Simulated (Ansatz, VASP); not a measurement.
## Two plane-wave programs on Bi

```
Bi
1.0
     0.00000    3.22367    3.22367
     3.22367    0.00000    3.22367
     3.22367    3.22367    0.00000
Bi
2
Direct
  0.87500 0.87500 0.87500
  0.12500 0.12500 0.12500
```

Alike in both runs: functional LDA; k mesh 10 × 10 × 10; occupations fermi-dirac, width 0.08 eV; no spin polarisation.

Ansatz relaxed the structure, and its values are those at the end. VASP's run is a single point on that final structure, the one shown.

|  | VASP | Ansatz |
| --- | --- | --- |
| version | VASP 6.6.1 | Ansatz 0.2.0 |
| potentials or method | VASP PAW LDA potentials, release 64 (Bi_d) | PAW with Ansatz's default frozen-core files, scalar-relativistic |
| plane-wave cutoff (eV) | 520 | 420 |
| valence electrons in the cell | 30 | 30 |

Ansatz gave:

| Item | Value |
| --- | --- |
| pressure (GPa) | 19.0 |

What did VASP give for the same quantities?

Pressure (GPa): 19.2.

Caveats: so large a pressure means that the cell lies far from this level's equilibrium, or that cutoff or potentials fall short (VASP).
